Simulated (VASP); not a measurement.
Runs of VASP 6.6.1 on PtS2. The structure is trigonal, space group P-3m1 (No. 164). The conventional cell has a = 3.543 Å, b = 3.543 Å, c = 5.039 Å, α = 90.00°, β = 90.00°, γ = 120.00°. Around Pt (site symmetry -3m) lie 6 S at 2.34 Å. S (site symmetry 3m) has 3 Pt at 2.34 Å as nearest neighbours. 

| task | level | k mesh | smearing | grid for exact exchange (PRECFOCK) | exchange at q = 0 | gap on the mesh (eV) | pressure (GPa) | largest force (eV/Å) |
| --- | --- | --- | --- | --- | --- | --- | --- | --- |
| band structure | r2SCAN50 | 5 × 5 × 3 | fermi-dirac 0.05 eV | Fast | truncated | (a) | 1.7 | 0.55 |
| single point | PBE | 9 × 9 × 5 | gaussian 0.03 eV | - | - | 1.03 | 11.1 | 1.21 |
| single point | PBE | 9 × 9 × 5 | gaussian 0.022 eV | - | - | 1.03 | 11.1 | 1.21 |
| Born charges and dielectric tensor | PBEsol | 9 × 9 × 5 | fermi-dirac 0.05 eV | - | - | 0.96 | - | - |

Alike in all rows: potentials or basis VASP PAW PBE potentials, release 64 (Pt, S); no spin polarisation; cell as given; cutoff (eV) 520.

Task: Estimate the missing entries.

Result: (a) 3.89.

Caveats: spin-orbit coupling is left out, which moves the levels of the heavy elements; an odd mesh through Γ misses points on the zone boundary, where band edges often lie (some runs); the PAW data sets were made with another functional, which shifts forces and pressure a little (some runs); forces of over 1 eV/Å show positions far from the minimum, so gaps and moduli don't describe the material at rest (some runs); the mesh misses the band edges, which the band path finds closer together (some runs).

A k mesh can miss the band edges, and the runs leave out spin-orbit coupling on Pt.
